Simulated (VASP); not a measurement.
Input of a VASP 6.6.1 run:

Contents of INCAR:

```
  ALGO = Normal
  EDIFF = 1E-7
  ENCUT = 520
  ISIF = 2
  ISMEAR = -1
  LASPH = True
  LCHARG = False
  LREAL = False
  LWAVE = False
  NBANDS = 9
  NELM = 100
  PREC = Accurate
  SIGMA = 0.1
```

The input KPOINTS:

```
k-points
0
Gamma
  16 16 9
```

File POSCAR:

```
Mg
1.0
    3.1367078614      0.0000000000      0.0000000000
   -1.5683539307      2.7164686922      0.0000000000
    0.0000000000      0.0000000000      5.0790567539
Mg
2
Direct
    0.3333333333      0.6666666667      0.2500000000
    0.6666666667      0.3333333333      0.7500000000
```

Potentials or basis: VASP PAW LDA potentials, release 64 (Mg).

Launch:

```sh
$ cat potpaw_LDA.64/Mg/POTCAR > POTCAR
$ mpirun -np 1 vasp_std > vasp.out
```

Q: Estimate the pressure.

A: -0.3 GPa.

Q: Predict the band gap on the k mesh.

A: None (metal or under the smearing width).
